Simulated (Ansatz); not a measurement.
Input of an Ansatz 0.2.0 run:

input.yaml

```yaml
crystal:
  lattice:
    - [0.0, 2.1554, 2.1554]
    - [2.1554, 0.0, 2.1554]
    - [2.1554, 2.1554, 0.0]
  atoms:
    - { symbol: Fe, position: [0.0, 0.0, 0.0], spin: 3.0 }
    - { symbol: O, position: [0.5, 0.5, 0.5] }
hamiltonian:
  xc: lda
  pseudopotentials: { kind: paw }
  hubbard:
    sites: [{ species: Fe, l: d, u_eff: 3.0 }]
    projectors: all-electron-ortho-atomic
magnetization:
  spin_polarized: true
  initial_magnetization: 2.0
  spin_locking: { lock_magnetization: hard }
kpoints:
  mp_grid: { grid: [11, 11, 11] }
scf:
  occupations: { method: fixed }
output:
  forces: true
  stress: true
  eigenvalues: true
  write_density: true
  write_potential: true
  elf: true
  volumetric_format: npy
```

Potentials or basis: Ansatz PAW.

Run with:

```console
$ ansatz run input.yaml --threads 1 --pin off --max-ram 2560MiB --backend cpu --events-out ev --progress --plain --runs-dir out
```

Task: What does it give for the pressure?

Result: -29.4 GPa.

Eigenvalues of the final occupation matrices:
| site | spin | trace | eigenvalues |
| --- | --- | --- | --- |
| site 1 | 1 | 4.33 | 0.67 0.67 1.00 1.00 1.00 |
| site 1 | 2 | 2.27 | 0.12 0.12 0.68 0.68 0.68 |

Caveat: the magnetic or orbital state may not be the lowest; a pressure of tens of GPa on the cell as given is suspect, and the run, the potentials or the cell itself is likely at fault; the pressure holds a Pulay correction of +0.9 GPa for the finite cutoff; the total moment is fixed, so each spin has its own Fermi level; a cell with one magnetic atom can't hold antiferromagnetic order, which such compounds often take; the PAW data sets come from PBE, with cores solved anew for the run's functional, which leaves a small shift of forces and pressure; the thresholds are loose for stress. The state reached can hang on the start; a lower one may exist.
